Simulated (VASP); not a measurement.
## LiH (CsCl): a PBE relaxation of cell and atoms in VASP

INCAR

```
EDIFF = 1E-7
LREAL = .FALSE.
EDIFFG = -5E-3
ISIF = 3
NBANDS = 9
SIGMA = 0.02
LCHARG = .FALSE.
PREC = Accurate
ISMEAR = -1
LWAVE = .FALSE.
ENCUT = 600
IBRION = 2
GGA = PE
LASPH = .TRUE.
NSW = 40
NELM = 120
```

KPOINTS

```
KPOINTS created by Atomic Simulation Environment
0
Gamma
12 12 12
0 0 0
```

POSCAR

```
Li H
 1.0000000000000000
     1.9313821427000000    0.0000000000000000    0.0000000000000000
     0.0000000000000000    1.9313821427000000    0.0000000000000000
     0.0000000000000000    0.0000000000000000    1.9313821427000000
 Li  H
   1   1
Cartesian
  0.0000000000000000  0.0000000000000000  0.0000000000000000
  0.9656910713500000  0.9656910713500000  0.9656910713500000
```

VASP ran with the recommended PBE PAW datasets (4 valence electrons in the cell).

Command

```
mpirun -np 1 vasp_std
```

OSZICAR

```
N       E                     dE             d eps       ncg     rms          rms(c)
DAV:   1    -0.104415712871E+01   -0.10442E+01   -0.16269E+03  1584   0.454E+02
DAV:   2    -0.584281868237E+01   -0.47987E+01   -0.47235E+01  2119   0.586E+01
DAV:   3    -0.590888168428E+01   -0.66063E-01   -0.65903E-01  1740   0.559E+00
DAV:   4    -0.590908727448E+01   -0.20559E-03   -0.20555E-03  2003   0.300E-01
DAV:   5    -0.590908773259E+01   -0.45812E-06   -0.45809E-06  1733   0.128E-02    0.289E+00
DAV:   6    -0.570617705723E+01    0.20291E+00   -0.15656E-01  1708   0.125E+00    0.146E+00
DAV:   7    -0.563116741826E+01    0.75010E-01   -0.21636E-01  1750   0.161E+00    0.227E-01
DAV:   8    -0.563228694988E+01   -0.11195E-02   -0.41036E-03  1872   0.444E-01    0.569E-02
DAV:   9    -0.563220088246E+01    0.86067E-04   -0.30886E-04  1953   0.643E-02    0.523E-03
DAV:  10    -0.563220109961E+01   -0.21716E-06   -0.75995E-06  1712   0.214E-02    0.263E-03
DAV:  11    -0.563220104734E+01    0.52274E-07   -0.14617E-07  1929   0.239E-03
   1 F= -.56322010E+01 E0= -.56322010E+01  d E =-.563220E+01
       N       E                     dE             d eps       ncg     rms          rms(c)
DAV:   1    -0.564718009201E+01   -0.14979E-01   -0.80766E-02  1525   0.182E+00    0.601E-01
DAV:   2    -0.564513354658E+01    0.20465E-02   -0.12571E-03  1771   0.272E-01    0.349E-01
DAV:   3    -0.564423615356E+01    0.89739E-03   -0.13092E-03  2273   0.170E-01    0.160E-02
DAV:   4    -0.564423478308E+01    0.13705E-05   -0.24717E-05  1685   0.465E-02    0.549E-03
DAV:   5    -0.564423533207E+01   -0.54899E-06   -0.34197E-06  1865   0.146E-02    0.649E-04
DAV:   6    -0.564423538595E+01   -0.53876E-07   -0.14161E-07  1731   0.250E-03
   2 F= -.56442354E+01 E0= -.56442354E+01  d E =-.120343E-01
       N       E                     dE             d eps       ncg     rms          rms(c)
DAV:   1    -0.567596878556E+01   -0.31733E-01   -0.48056E-01  1579   0.426E+00    0.149E+00
DAV:   2    -0.566321239346E+01    0.12756E-01   -0.68826E-03  1816   0.638E-01    0.863E-01
DAV:   3    -0.565764993323E+01    0.55625E-02   -0.81208E-03  2294   0.423E-01    0.395E-02
DAV:   4    -0.565763713922E+01    0.12794E-04   -0.13444E-04  1679   0.106E-01    0.107E-02
DAV:   5    -0.565763700203E+01    0.13719E-06   -0.23943E-05  1743   0.350E-02    0.201E-03
DAV:   6    -0.565763672165E+01    0.28037E-06   -0.16106E-06  1715   0.848E-03    0.356E-03
DAV:   7    -0.565763704761E+01   -0.32595E-06   -0.30403E-07  1718   0.360E-03    0.682E-04
DAV:   8    -0.565763704875E+01   -0.11452E-08   -0.14392E-08   839   0.108E-03
   3 F= -.56576370E+01 E0= -.56576370E+01  d E =-.254360E-01
       N       E                     dE             d eps       ncg     rms          rms(c)
DAV:   1    -0.565786079118E+01   -0.22374E-03   -0.35746E-03  1611   0.378E-01    0.128E-01
DAV:   2    -0.565776433535E+01    0.96456E-04   -0.55352E-05  1813   0.566E-02    0.742E-02
DAV:   3    -0.565772700779E+01    0.37328E-04   -0.57842E-05  2431   0.363E-02    0.323E-03
DAV:   4    -0.565772703996E+01   -0.32173E-07   -0.10016E-06  1573   0.897E-03    0.182E-03
DAV:   5    -0.565772729550E+01   -0.25554E-06   -0.41901E-07  1695   0.336E-03    0.433E-04
DAV:   6    -0.565772725316E+01    0.42339E-07   -0.15274E-08   837   0.103E-03
   4 F= -.56577273E+01 E0= -.56577273E+01  d E =-.255262E-01
```

From OUTCAR

```
k-points           NKPTS =     84   k-points in BZ     NKDIM =     84   number of bands    NBANDS=      9

   NELECT =       4.0000    total number of electrons

   dimension x,y,z NGX =    20 NGY =   20 NGZ =   20
   dimension x,y,z NGXF=    40 NGYF=   40 NGZF=   40

  energy-cutoff  :      600.00
  volume of cell :       15.69
      direct lattice vectors                 reciprocal lattice vectors
     2.503306047  0.000000000 -0.000000000     0.399471731  0.000000000 -0.000000000
    -0.000000000  2.503306047  0.000000000     0.000000000  0.399471731  0.000000000
     0.000000000  0.000000000  2.503306047     0.000000000 -0.000000000  0.399471731

 k-points in reciprocal lattice and weights: KPOINTS created by Atomic Simulation Env
   0.00000000  0.00000000  0.00000000       0.001
   0.08333333  0.00000000  0.00000000       0.003
   0.16666667  0.00000000  0.00000000       0.003
   0.25000000  0.00000000  0.00000000       0.003
   0.33333333  0.00000000  0.00000000       0.003
   0.41666667  0.00000000  0.00000000       0.003
   0.50000000  0.00000000  0.00000000       0.002
   0.08333333  0.08333333  0.00000000       0.007
   ...

 E-fermi :   3.8823

 k-point     1 :       0.0000    0.0000    0.0000
  band No.  band energies     occupation
      1     -44.5805      2.00000
      2      -5.2868      2.00000
      3      15.4895      0.00000
      4      15.4895      0.00000
      5      15.4895      0.00000
      6      16.0717      0.00000
      7      18.6329      0.00000
      8      18.6329      0.00000
      9      35.2001      0.00000

 k-point     2 :       0.0833    0.0000    0.0000
  band No.  band energies     occupation
      1     -44.5769      2.00000
      2      -5.1815      2.00000
      3      13.3096      0.00000
      4      15.6458      0.00000
      5      15.6458      0.00000
      6      16.2239      0.00000
      7      18.7985      0.00000
      8      20.8953      0.00000
      9      34.1076      0.00000

 k-point     3 :       0.1667    0.0000    0.0000
  band No.  band energies     occupation
      1     -44.5673      2.00000
      2      -4.8740      2.00000
      3      10.5758      0.00000
      4      15.9907      0.00000
      5      16.1119      0.00000
      6      16.1119      0.00000
      7      19.2950      0.00000
      8      24.5606      0.00000
      9      31.6500      0.00000

 k-point     4 :       0.2500    0.0000    0.0000
  band No.  band energies     occupation
      1     -44.5540      2.00000
      2      -4.3937      2.00000
      3       8.1437      0.00000
      4      15.6418      0.00000
      5      16.8763      0.00000
      6      16.8763      0.00000
      7      20.1208      0.00000
      8      28.3882      0.00000
      9      28.9453      0.00000

 k-point     5 :       0.3333    0.0000    0.0000
  band No.  band energies     occupation
      1     -44.5407      2.00000
      2      -3.8110      2.00000
      3       6.1560      0.00000
      4      15.2938      0.00000
      5      17.9055      0.00000
      6      17.9055      0.00000
      7      21.2709      0.00000
      8      26.4310      0.00000
      9      26.4310      0.00000

 k-point     6 :       0.4167    0.0000    0.0000
  band No.  band energies     occupation
      1     -44.5310      2.00000
      2      -3.2777      2.00000
      3       4.7781      0.00000
      4      15.0417      0.00000
      5      19.0738      0.00000
      6      19.0738      0.00000
      7      22.7210      0.00000
      8      24.3474      0.00000
      9      24.3474      0.00000

 k-point     7 :       0.5000    0.0000    0.0000
  band No.  band energies     occupation
      1     -44.5274      2.00000
      2      -3.0465      2.00000
      3       4.2655      0.00000
      4      14.9502      0.00000
      5      19.7736      0.00000
      6      19.7736      0.00000
      7      23.3397      0.00000
      8      23.3397      0.00000
      9      24.0086      0.00000

 k-point     8 :       0.0833    0.0833    0.0000
  band No.  band energies     occupation
      1     -44.5734      2.00000
      2      -5.0747      2.00000
      3      13.1281      0.00000
      4      13.6959      0.00000
      5      15.8019      0.00000
      6      16.6521      0.00000
      7      20.3029      0.00000
      8      21.6356      0.00000
      9      32.9204      0.00000

 k-point     9 :       0.1667    0.0833    0.0000
  band No.  band energies     occupation
      1     -44.5638      2.00000
      2      -4.7623      2.00000
      3      10.6219      0.00000
      4      13.7622      0.00000
      5      16.2673      0.00000
      6      16.6521      0.00000
      7      21.1248      0.00000
      8      24.8561      0.00000
      9      30.4129      0.00000

 k-point    10 :       0.2500    0.0833    0.0000
  band No.  band energies     occupation
      1     -44.5506      2.00000
      2      -4.2739      2.00000
      3       8.2049      0.00000
      4      14.0746      0.00000
      5      16.7435      0.00000
      6      17.0304      0.00000
      7      21.9160      0.00000
      8      27.5698      0.00000
      9      28.7798      0.00000

 k-point    11 :       0.3333    0.0833    0.0000
  band No.  band energies     occupation
      1     -44.5374      2.00000
      2      -3.6798      2.00000
      3       6.2159      0.00000
      4      14.2488      0.00000
      5      17.2087      0.00000
      6      18.0569      0.00000
      7      22.8966      0.00000
      8      25.3682      0.00000
      9      26.5692      0.00000

 k-point    12 :       0.4167    0.0833    0.0000
  band No.  band energies     occupation
      1     -44.5278      2.00000
      2      -3.1338      2.00000
      3       4.8302      0.00000
      4      14.2589      0.00000
      5      18.0284      0.00000
      6      19.2200      0.00000
      7      22.9142      0.00000
      8      24.5037      0.00000
      9      24.6959      0.00000

 k-point    13 :       0.5000    0.0833    0.0000
  band No.  band energies     occupation
      1     -44.5243      2.00000
      2      -2.8962      2.00000
      3       4.3125      0.00000
      4      14.2408      0.00000
      5      18.5690      0.00000
      6      19.9137      0.00000
      7      22.1447      0.00000
      8      23.5051      0.00000
      9      25.5051      0.00000

 k-point    14 :       0.1667    0.1667    0.0000
  band No.  band energies     occupation
      1     -44.5543      2.00000
      2      -4.4352      2.00000
      3      10.2953      0.00000
      4      11.6887      0.00000
      5      16.5956      0.00000
      6      16.7304      0.00000
      7      23.4422      0.00000
      8      26.3509      0.00000
      9      28.4334      0.00000

 k-point    15 :       0.2500    0.1667    0.0000
  band No.  band energies     occupation
      1     -44.5414      2.00000
      2      -3.9221      2.00000
      3       8.3279      0.00000
      4      11.6344      0.00000
      5      16.4730      0.00000
      6      17.4889      0.00000
      7      24.1339      0.00000
      8      26.7927      0.00000
      9      29.2336      0.00000

 k-point    16 :       0.3333    0.1667    0.0000
  band No.  band energies     occupation
      1     -44.5284      2.00000
      2      -3.2931      2.00000
      3       6.3774      0.00000
      4      11.9958      0.00000
      5      16.4404      0.00000
      6      18.5067      0.00000
      7      23.3005      0.00000
      8      26.7530      0.00000
      9      26.9618      0.00000

 k-point    17 :       0.4167    0.1667    0.0000
  band No.  band energies     occupation
      1     -44.5189      2.00000
      2      -2.7075      2.00000
      3       4.9769      0.00000
      4      12.2868      0.00000
      5      16.5613      0.00000
      6      19.6525      0.00000
      7      22.0951      0.00000
      8      24.9678      0.00000
      9      27.5635      0.00000

 k-point    18 :       0.5000    0.1667    0.0000
  band No.  band energies     occupation
      1     -44.5155      2.00000
      2      -2.4492      2.00000
      3       4.4452      0.00000
      4      12.3914      0.00000
      5      16.6665      0.00000
      6      20.3262      0.00000
      7      21.5765      0.00000
      8      24.0015      0.00000
      9      28.0791      0.00000

 k-point    19 :       0.2500    0.2500    0.0000
  band No.  band energies     occupation
      1     -44.5288      2.00000
      2      -3.3664      2.00000
      3       8.0254      0.00000
      4       9.8861      0.00000
      5      16.0516      0.00000
      6      18.2382      0.00000
      7      23.6371      0.00000
      8      28.5274      0.00000
      9      28.9724      0.00000

 ...

  Total        0.0016035      0.0016035      0.0016035      0.0000000      0.0000000     -0.0000000
  in kB        0.1637676      0.1637676      0.1637676      0.0000000      0.0000000     -0.0000000
  external PRESSURE =       0.1637676 kB  Pullay stress =       0.0000000 kB

 POSITION                                       TOTAL-FORCE (eV/Angst)
 -----------------------------------------------------------------------------------
      0.00000      0.00000      0.00000         0.000000      0.000000     -0.000000
      1.25165      1.25165      1.25165        -0.000000      0.000000      0.000000
 -----------------------------------------------------------------------------------
    total drift:                                0.000000      0.000000      0.000000

  FREE ENERGIE OF THE ION-ELECTRON SYSTEM (eV)
  ---------------------------------------------------
  free  energy   TOTEN  =        -5.6577272532 eV

  energy  without entropy=       -5.6577272531  energy(sigma->0) =       -5.65772725
```

| ionic step | ΔE (meV/atom) | volume (Å³) | largest force (eV/Å) | pressure (GPa) | electronic steps |
| --- | --- | --- | --- | --- | --- |
| 1 | 0.0 | 13.94 | 0.000 | 5.07 | 11 |
| 2 | -6.0 | 14.39 | 0.000 | 3.52 | 6 |
| 3 | -12.7 | 15.58 | 0.000 | 0.26 | 8 |
| 4 | -12.8 | 15.69 | 0.000 | 0.02 | 6 |

CONTCAR

```
Li H
   1.00000000000000
     2.5033060466477406    0.0000000000000000   -0.0000000000000000
    -0.0000000000000000    2.5033060466477406    0.0000000000000000
     0.0000000000000000    0.0000000000000000    2.5033060466477406
  Li              H
     1     1
Direct
     0.0000000000000000    0.0000000000000000    0.0000000000000000
     0.5000000000000000    0.5000000000000000    0.5000000000000000

  0.00000000E+00  0.00000000E+00  0.00000000E+00
  0.00000000E+00  0.00000000E+00  0.00000000E+00
```

```
relaxed cell vector lengths : 2.503, 2.503, 2.503 Å
relaxed cell volume         : 15.69 Å³
```

The run was restarted once from its relaxed cell; OSZICAR and OUTCAR are the second run's.

The run (the restart alone) took about 14 s on one core of a shared host (Intel Xeon Platinum 8488C) and held 0.13 GiB at most.
